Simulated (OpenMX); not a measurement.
BAs:

```xyz
2
Lattice="0.0000 2.3885 2.3885 2.3885 0.0000 2.3885 2.3885 2.3885 0.0000" Properties=species:S:1:pos:R:3 pbc="T T T"
As    3.5827    3.5827    3.5827
B     0.0000    0.0000    0.0000
```

Base run:

```yaml
Program: OpenMX 3.8.5
Functional: PBE
Potentials_or_basis: OpenMX 2013 PBE set, As7.0-s3p2d1, B7.0-s2p2, grid cutoff 500 Ry
k_mesh: 11 × 11 × 11
Occupations: fermi-dirac, width 0.05 eV
Spin: no spin polarisation
```

Its results: band gap on the k mesh 2.32 eV, indirect (least direct gap 3.39 eV); pressure 6.9 GPa.

**Question.** The run is repeated on the same cell with these changes: functional from PBE to LDA; potentials or basis from OpenMX 2013 PBE set, As7.0-s3p2d1, B7.0-s2p2, grid cutoff 500 Ry to OpenMX 2013 LDA set, As7.0-s3p2d2, B7.0-s2p2d1, grid cutoff 500 Ry. What comes out?

**Answer.** Band gap on the k mesh 1.22 eV, indirect (least direct gap 3.32 eV); pressure -3.7 GPa.

Caveats: the basis of atomic orbitals isn't converged, which shifts pressures, moduli and gaps.
